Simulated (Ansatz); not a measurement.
We consider rutile GeO2, described by rVV10 (plane waves, PAW; Ansatz, a program for electronic structure).

Numerical settings: plane-wave cutoff 500 eV, 8×8×10 k mesh (along the axes of the cell as run), gaussian smearing 0.02 eV, scalar-relativistic PAW data made under PBE.

Cell (relaxed at this level):

```
GeO2
1.0
    4.49508     0.00000     0.00000
    0.00000     4.49508     0.00000
    0.00000     0.00000     2.93305
Ge O
2 4
Direct
  0.00000   0.00000   0.00000
  0.50000   0.50000   0.50000
  0.30663   0.30663   0.00000
  0.80663   0.19337   0.50000
  0.19337   0.80663   0.50000
  0.69337   0.69337   0.00000
```

Question: Give the computed band gap.

Answer: 
band gap: 0.89 eV (on the SCF k mesh)

Measured, for comparison: band gap 4.68 eV (temperature not stated, no zero-point or thermal correction, direct (forbidden), UV absorption; as tabulated in Mengle et al. (2019), arXiv:1905.10301).

Spin–orbit coupling is not included.

Computed values are for the static lattice.

Computing time: about 80 core-seconds (a rough figure).
